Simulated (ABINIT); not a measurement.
Write the native input for ABINIT 10.8.3 (patched build) that does the following.

- Task: single point
- Functional: PBE
- Potentials or basis: Ansatz PAW PBE default generated set, frozen core
- Cutoff: 490 eV
- k mesh: 10 × 8 × 7
- Occupations: fermi-dirac, width 0.05 eV
- Spin: no spin polarisation
- Fine-grid cutoff: 979.61 eV

Ga:

```
Ga
1.0
     2.77842    0.00000    0.00000
     0.00000    3.28161    0.00000
    -1.34343    0.00000    3.99027
Ga
2
Direct
  0.13460 0.75000 0.77017
  0.86540 0.25000 0.22983
```

This isn't the form of Ga at room conditions, which is orthorhombic.

The input as run:

run.abi

```
# Pseudopotentials
pp_dirpath "./"
pseudos "Ga.GGA_PBE-ansatz.xml"

# Structure
acell 2.7784220849 3.28160879 4.2103547521 Angstrom
rprim
     1.0000000000     0.0000000000     0.0000000000
     0.0000000000     1.0000000000     0.0000000000
    -0.3190778872     0.0000000000     0.9477284959
ntypat 1
znucl 31
natom 2
typat 1 1
xred
     0.1345962700     0.7500000000     0.7701668300
     0.8654037300     0.2500000000     0.2298331700
chkprim 0
chksymtnons 0
tolsym 1.0e-6

# Plane-wave basis
ecut 489.804952 eV
pawecutdg 36.0
pawxcdev 0

# k points
kptopt 1
ngkpt 10 8 7
nshiftk 1
shiftk 0.0 0.0 0.0

# Exchange and correlation
ixc 11

# Bands and occupations
nband 17
occopt 3
tsmear 0.05 eV

# SCF cycle
nstep 100
tolvrs 1.0e-9

# Output
iomode 3
prtwf 0
prteig 0
prtebands 0
enunit 2
prtden 1
prtvha 1
prtvclmb 1
prtpot 1
```

Potentials or basis: Ansatz PAW PBE default generated set, frozen core.

Run with:

```bash
$ abinit run.abi > log 2>&1
```

Results of the run:

```yaml
Pressure: 3.0 GPa
Largest_force: 0.086 eV/Å
Band_gap_on_the_k_mesh: none (metal or under the smearing width)
```

Caveat: the atomic spheres overlap.

Run time: 89 s on 1 thread of Arm Neoverse V2, with other jobs on the host, peak memory 0.36 GiB.
